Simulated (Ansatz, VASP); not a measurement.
**Two plane-wave programs on MgI2**

```
CELL_PARAMETERS angstrom
4.28487 -0.00162 -0.00611
-2.14384 3.75712 0.00093
-0.01009 -0.00405 7.19776
ATOMIC_POSITIONS crystal
Mg 0.00334 0.00011 0.00437
I 0.32985 0.66824 0.75830
I 0.66681 0.33165 0.23733
```

Change from the starting cell: all atoms moved at random, cell strained at random.

Alike in both runs: task single point; functional PBE; k mesh 6 × 6 × 4; occupations gaussian, width 0.02 eV; no spin polarisation.

```csv
,VASP,Ansatz
version,VASP 6.6.1,Ansatz 0.2.0
potentials or method,"VASP PAW PBE potentials, release 64 (Mg, I)","scalar-relativistic, plane waves, PAW"
plane-wave cutoff (eV),520,420
valence electrons in the cell,16,44
```

|  | VASP | Ansatz | Ansatz less VASP |
| --- | --- | --- | --- |
| gap on the k mesh at the Fermi level (eV) | 3.28 | 3.30 | +0.017 |
| least direct gap on the mesh (eV) | 3.28 | 3.30 | +0.017 |
| pressure (GPa) | -1.7 | -1.6 | +0.05 |
| largest component of the traceless stress (GPa) | 0.22 | 0.22 | -0.001 |
| rms of the force components (eV/Å) | 0.210 | 0.207 | -0.0036 |

Atom by atom the forces differ by 0.004 eV/Å (rms over components). The two sets of potentials don't hold the same shells in valence.

Caveats: spin-orbit coupling is left out, which moves the levels of the heavy elements. A k mesh can miss the band edges.
